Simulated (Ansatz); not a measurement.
**Electric field gradients in Mg₃Sb₂**

These are results of DFT PBEsol, scalar-relativistic, plane waves, PAW (Ansatz 0.2.0), not measurements. Plane waves to 420 eV; Γ-centred k mesh 12×12×6; Gaussian smearing of 0.01 eV. No spin polarisation.

Relaxed structure:
```yaml
crystal:
  lattice:
    - [4.55034, 0.00000, 0.00000]
    - [-2.27517, 3.94071, 0.00000]
    - [0.00000, 0.00000, 7.18198]
  atoms:
    - { symbol: Mg, position: [0.33333, 0.66667, 0.63255] }
    - { symbol: Mg, position: [0.66667, 0.33333, 0.36745] }
    - { symbol: Mg, position: [0.00000, 0.00000, 0.00000] }
    - { symbol: Sb, position: [0.33333, 0.66667, 0.22419] }
    - { symbol: Sb, position: [0.66667, 0.33333, 0.77581] }
```

Spin–orbit coupling is left out, which matters for gradients at heavy nuclei.

Give V_zz (10²¹ V/m²) and the asymmetry η at each distinct site.

Answers

```csv
atom,V_zz,η
Mg (atom 1),0.040,0.00
Mg (atom 3),0.144,0.00
Sb (atom 4),3.22,0.00
```

Cost: 1 run of about 0.4 core-minutes, on Arm Neoverse V1 (shared hosts).